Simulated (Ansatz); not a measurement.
# Residual resistivity of an alloy: Ir(111) with 4 layers of random Ir-Os, 2x2, part 2 of 2

How strongly does chemical disorder scatter in Ir(111) with 4 layers of random Ir-Os, 2x2?

Ansatz 0.2.0; Ansatz plane-wave DFT, PBE, PAW files; ballistic transport by layer matching (Landauer), zero bias; PAW set soft_1.

So far. Step 3 (With 8 alloy layers): Over the solved energies the transmission per spin lies between 3.78 and 3.90, out of 6.02 channels of the lead on average (up to 6.26).

## 4. With 12 alloy layers

In 12 layers a share of 0.25 of the sites is given to Os at random. A fresh draw is used; the growth of the resistance with length is what counts.

System of this step: Ir(111) with 12 layers of random Ir-Os, 2x2. The cell holds 72 atoms: 60 Ir and 12 Os. Cell: a = 5.430 Å, b = 5.430 Å, c = 39.900 Å, α = 90.0°, β = 90.0°, γ = 120.0°. It derives from Ir. Regions: lead, 24 atoms (24 Ir); scattering region, 48 atoms (36 Ir and 12 Os). The structure is stacked along c, and the current runs across the ab planes.

Input file input.yaml:

```yaml
crystal:
  lattice:
    - [5.4297315514, 0.0, 0.0]
    - [-2.7148657757, 4.7022854592, 0.0]
    - [0.0, 0.0, 39.9002152235]
  atoms:
    - { symbol: Ir, position: [0.0, 0.0, 0.0277777778] }
    - { symbol: Ir, position: [0.0, 0.5, 0.0277777778] }
    - { symbol: Ir, position: [0.5, 0.0, 0.0277777778] }
    - { symbol: Ir, position: [0.5, 0.5, 0.0277777778] }
    - { symbol: Ir, position: [0.1666666667, 0.3333333333, 0.0833333333] }
    - { symbol: Ir, position: [0.1666666667, 0.8333333333, 0.0833333333] }
    - { symbol: Ir, position: [0.6666666667, 0.3333333333, 0.0833333333] }
    - { symbol: Ir, position: [0.6666666667, 0.8333333333, 0.0833333333] }
    - { symbol: Ir, position: [0.3333333333, 0.1666666667, 0.1388888889] }
    - { symbol: Ir, position: [0.3333333333, 0.6666666667, 0.1388888889] }
    - { symbol: Ir, position: [0.8333333333, 0.1666666667, 0.1388888889] }
    - { symbol: Ir, position: [0.8333333333, 0.6666666667, 0.1388888889] }
    - { symbol: Ir, position: [0.0, 0.0, 0.1944444444] }
    - { symbol: Ir, position: [0.0, 0.5, 0.1944444444] }
    - { symbol: Ir, position: [0.5, 0.0, 0.1944444444] }
    - { symbol: Ir, position: [0.5, 0.5, 0.1944444444] }
    - { symbol: Ir, position: [0.1666666667, 0.3333333333, 0.25] }
    - { symbol: Ir, position: [0.1666666667, 0.8333333333, 0.25] }
    - { symbol: Os, position: [0.6666666667, 0.3333333333, 0.25] }
    - { symbol: Ir, position: [0.6666666667, 0.8333333333, 0.25] }
    - { symbol: Os, position: [0.3333333333, 0.1666666667, 0.3055555556] }
    - { symbol: Os, position: [0.3333333333, 0.6666666667, 0.3055555556] }
    - { symbol: Ir, position: [0.8333333333, 0.1666666667, 0.3055555556] }
    - { symbol: Ir, position: [0.8333333333, 0.6666666667, 0.3055555556] }
    - { symbol: Ir, position: [0.0, 0.0, 0.3611111111] }
    - { symbol: Os, position: [0.0, 0.5, 0.3611111111] }
    - { symbol: Ir, position: [0.5, 0.0, 0.3611111111] }
    - { symbol: Ir, position: [0.5, 0.5, 0.3611111111] }
    - { symbol: Os, position: [0.1666666667, 0.3333333333, 0.4166666667] }
    - { symbol: Ir, position: [0.1666666667, 0.8333333333, 0.4166666667] }
    - { symbol: Os, position: [0.6666666667, 0.3333333333, 0.4166666667] }
    - { symbol: Ir, position: [0.6666666667, 0.8333333333, 0.4166666667] }
    - { symbol: Ir, position: [0.3333333333, 0.1666666667, 0.4722222222] }
    - { symbol: Ir, position: [0.3333333333, 0.6666666667, 0.4722222222] }
    - { symbol: Os, position: [0.8333333333, 0.1666666667, 0.4722222222] }
    - { symbol: Ir, position: [0.8333333333, 0.6666666667, 0.4722222222] }
    - { symbol: Ir, position: [0.0, 0.0, 0.5277777778] }
    - { symbol: Ir, position: [0.0, 0.5, 0.5277777778] }
    - { symbol: Ir, position: [0.5, 0.0, 0.5277777778] }
    - { symbol: Ir, position: [0.5, 0.5, 0.5277777778] }
    - { symbol: Ir, position: [0.1666666667, 0.3333333333, 0.5833333333] }
    - { symbol: Ir, position: [0.1666666667, 0.8333333333, 0.5833333333] }
    - { symbol: Ir, position: [0.6666666667, 0.3333333333, 0.5833333333] }
    - { symbol: Ir, position: [0.6666666667, 0.8333333333, 0.5833333333] }
    - { symbol: Os, position: [0.3333333333, 0.1666666667, 0.6388888889] }
    - { symbol: Ir, position: [0.3333333333, 0.6666666667, 0.6388888889] }
    - { symbol: Os, position: [0.8333333333, 0.1666666667, 0.6388888889] }
    - { symbol: Ir, position: [0.8333333333, 0.6666666667, 0.6388888889] }
    - { symbol: Ir, position: [0.0, 0.0, 0.6944444444] }
    - { symbol: Os, position: [0.0, 0.5, 0.6944444444] }
    - { symbol: Ir, position: [0.5, 0.0, 0.6944444444] }
    - { symbol: Os, position: [0.5, 0.5, 0.6944444444] }
    - { symbol: Ir, position: [0.1666666667, 0.3333333333, 0.75] }
    - { symbol: Ir, position: [0.1666666667, 0.8333333333, 0.75] }
    - { symbol: Ir, position: [0.6666666667, 0.3333333333, 0.75] }
    - { symbol: Os, position: [0.6666666667, 0.8333333333, 0.75] }
    - { symbol: Ir, position: [0.3333333333, 0.1666666667, 0.8055555556] }
    - { symbol: Ir, position: [0.3333333333, 0.6666666667, 0.8055555556] }
    - { symbol: Ir, position: [0.8333333333, 0.1666666667, 0.8055555556] }
    - { symbol: Ir, position: [0.8333333333, 0.6666666667, 0.8055555556] }
    - { symbol: Ir, position: [0.0, 0.0, 0.8611111111] }
    - { symbol: Ir, position: [0.0, 0.5, 0.8611111111] }
    - { symbol: Ir, position: [0.5, 0.0, 0.8611111111] }
    - { symbol: Ir, position: [0.5, 0.5, 0.8611111111] }
    - { symbol: Ir, position: [0.1666666667, 0.3333333333, 0.9166666667] }
    - { symbol: Ir, position: [0.1666666667, 0.8333333333, 0.9166666667] }
    - { symbol: Ir, position: [0.6666666667, 0.3333333333, 0.9166666667] }
    - { symbol: Ir, position: [0.6666666667, 0.8333333333, 0.9166666667] }
    - { symbol: Ir, position: [0.3333333333, 0.1666666667, 0.9722222222] }
    - { symbol: Ir, position: [0.3333333333, 0.6666666667, 0.9722222222] }
    - { symbol: Ir, position: [0.8333333333, 0.1666666667, 0.9722222222] }
    - { symbol: Ir, position: [0.8333333333, 0.6666666667, 0.9722222222] }
kpoints:
  mp_grid: { grid: [5, 5, 1] }
hamiltonian:
  xc: pbe
  pseudopotentials: { kind: paw, azcp: { folder: soft_1 } }
scf:
  occupations: { method: fermi_dirac, width: 0.1 }
output:
  transmission:
    leads: [[0, 4]]
    kmesh: [10, 10]
    e_range: [-0.05, 0.05]
    de: 0.05
  write_potential: true
  write_density: true
  volumetric_format: npy
```

Run with:

```console
ansatz run input.yaml --threads 4 --pin off --max-ram 15360MiB --backend cpu --events-out ev --progress --plain --runs-dir out
```

Numbers of over 12 decimals in the logs are rounded to 6 here.

Log:

```text
[...]
Crystal: 72 atoms, lattice volume = 1018.738 Å³
Basis set: ecut = 420 eV, 19879 PW (Γ)
Bands: 728, of which v1, the nominal top of the filled ones, is band 606 counted from 1 (605 counted from 0)
Symmetry: 1 space group operations
[...]
k-points: 13 of 25 (time reversal used)
[...]
SCF iter   1: F=—  HF=-852847.885125 eV  |F-HF|=—  |Δ(HF+E_count)|=         —  Δρ=5.15e-2  dr2=6.24e1  ethr=3.10e-3  ⟨swp⟩=5.0  Hψ=30518  notcnv=0  defer=62
[...]
SCF iter  10: F=-852841.198093 eV  HF=-852841.198093 eV  |F-HF|=1.53e-8  |Δ(HF+E_count)|=   4.42e-9  Δρ=2.71e-7  dr2=1.56e-8  ethr=8.25e-12  ⟨swp⟩=7.0  Hψ=22375  notcnv=0
SCF 1 converged in 10 iterations: F = -852841.198093 eV  dr2 = 1.56e-8
[...]
transmission: 376 of 3744 steps passed
transmission: 751 of 3744 steps passed
[...]
transmission: 3744 of 3744 steps passed
SCF converged after 10 iterations
Free energy (F): -852841.198093 eV
[...]
Internal energy: -852839.326503 eV  (E = F + TS)
E sigma→0 (E₀):  -852840.262298 eV
Entropy (-TS):   -1.871590 eV (-25.994 meV/atom)
Fermi energy:    25.791791 eV
[...]
--- Band table (eV; the first three rows and the last of 13) ---
  k-point 0: bands = [... 602 lower, 26.6796, 26.6982, 26.7036, 26.7110, 26.7236, 26.7327, 26.7411, 26.7520, ... 118 higher]
  k-point 1: bands = [... 602 lower, 26.1783, 26.1898, 26.2037, 26.2196, 26.2338, 26.2468, 26.2849, 26.3012, ... 118 higher]
  k-point 2: bands = [... 602 lower, 25.2086, 25.2293, 25.2511, 25.2816, 25.3069, 25.3974, 25.4127, 25.4195, ... 118 higher]
  k-point 12: bands = [... 602 lower, 25.6635, 25.6865, 25.7168, 25.7435, 25.8597, 25.8678, 25.8954, 25.9009, ... 118 higher]
--- Transmission ---
  basis      : 223 plane waves across, 72 finite elements along
  points     : 52, standing for a mesh of 10 x 10
[...]
channels       : 5.900000e0 a spin
[...]
junction   : crystal 0 to crystal 0, 0.70 to 38.38 Å
    transmission   : 3.511834e0 a spin
[...]
```

Wall time 11 min (4 threads of Intel Xeon Platinum 8488C (Sapphire Rapids), shared host); peak memory 7.7 GiB.

This step gave:

| Property | Result |
| --- | --- |
| free energy | -852841.1981 eV |
| energy at zero smearing | -852840.2623 eV |
| Fermi energy | 25.79 eV |
| transmission per spin nearest the Fermi level | 3.512 |
| step of the lead's potential | 4 meV |

Per spin. Transmission, zone mean against energy, zero at the Fermi level:

```tsv
energy (eV)	transmission, zone mean
-0.0500	3.51
0.0000	3.51
0.0500	3.57
```

Over the solved energies the transmission per spin lies between 3.51 and 3.57, out of 6.02 channels of the lead on average (up to 6.26).

## 5. The fit

This step: Ansatz plane-wave DFT, PBE, PAW files; ballistic transport by layer matching (Landauer), zero bias; residual resistivity from the slope of the area resistance, atoms on the host's lattice; PAW set soft_1 (Ansatz 0.2.0).

This step gave:

* resistivity: 11.38 µΩ cm
* intercept: 0.09179 fΩ m²
* scatter about the fit: 0.01255 fΩ m²

Resistance, by row:

```tsv
run	length (Å)	T	channels N	RA (fΩ m²)
n4	8.867	4.461	5.94	0.1838
n8	17.73	3.837	6.02	0.3114
n12	26.6	3.532	6.02	0.3857
```

Table of area resistance by length of the alloy:

```tsv
length of the alloy (Å)	area resistance (fΩ m²)
8.87	0.184
17.73	0.311
26.60	0.386
```

The area resistance goes from 0.18 to 0.39 fΩ m² between 8.9 and 26.6 Å, a slope of 11 µΩ cm.

By hand from the end points: (0.3857 − 0.1838) fΩ m² / (26.60 − 8.87) Å = 11 µΩ cm, since 1 fΩ m² per Å is 1000 µΩ cm.

## 6. Outcome

```
resistivity from the slope  : 11.4 µΩ cm
area resistance over 8.87 Å : 0.184 fΩ m²
area resistance over 17.7 Å : 0.311 fΩ m²
area resistance over 26.6 Å : 0.386 fΩ m²
```

In words: The slope gives 11 µΩ cm. The points scatter by 0.013 fΩ m² about the line, with one random draw a length in a 2x2 cell, so the slope is a rough value. The lead's own channel count moves between the runs (5.94, 6.02 and 6.02), which shifts RA and the slope too. Read with a model of isotropic scattering on a spherical Fermi surface and the lead's 1.8×10¹⁵ S/m², this slope means a mean free path near 39 Å; over these lengths the model's slope is 1.06 times its bulk resistivity, which would be 11 µΩ cm. The atoms sit on the host's lattice, so scattering by size misfit is left out. Spin-orbit coupling is left out, which matters for Ir and Os. A lead's potential steps by up to 27 meV from period to period, which the log calls too much, so longer leads could move the result.

[Logs are printed without paths, hosts, clocks, repeated set-up lines and the standing remarks that a program may print on its own settings, such as how far it seeks lower states.]

[Hosts, paths, dates, database ids (printed as entryN), source tags and the programs' standing remarks are cut or masked in the printed files.]
